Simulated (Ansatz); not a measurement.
## Bands of Sb

```yaml
crystal:
  lattice:
    - [-1.89592, 1.89592, 1.89592]
    - [1.89592, -1.89592, 1.89592]
    - [1.89592, 1.89592, -1.89592]
  atoms:
    - { symbol: Sb, position: [0.00000, 0.00000, 0.00000] }
```

The cell was built from the bcc type and relaxed in the same program, and has space group Im-3m; it needn't be a known or the stable phase.

Method: DFT, PBE, all-electron LAPW, Dirac equation with spin-orbit coupling in Ansatz 0.2.0.

Numerical set-up: a Γ-centred 17×17×17 k mesh, Fermi–Dirac smearing of 0.05 eV, basis error target 0.5 meV/atom, no spin polarisation.

Points in fractions of the reciprocal vectors of this cell: Γ (0, 0, 0), H (0.5, -0.5, 0.5), N (0, 0, 0.5), P (0.25, 0.25, 0.25). The path joins them by straight lines in the order Γ–H–N–Γ–P–H–P–N; legs that retrace an earlier one aren't tabulated. Energies are in eV from the Fermi level.

Problem. List the levels at H between -20 and 10 eV.

Solution. -5.65 (×2), -2.45 (×2), -1.76 (×4), 3.01 (×4).

Problem. List the levels at P between -20 and 10 eV.

Solution. -7.82 (×2), -3.07 (×2), -2.56 (×4).

Problem. List the levels at Γ between -20 and 10 eV.

Solution. -12.75 (×2), 4.50 (×2), 5.79 (×4).

Problem. What is the band gap?

Solution. none: bands cross the Fermi level, a metal.
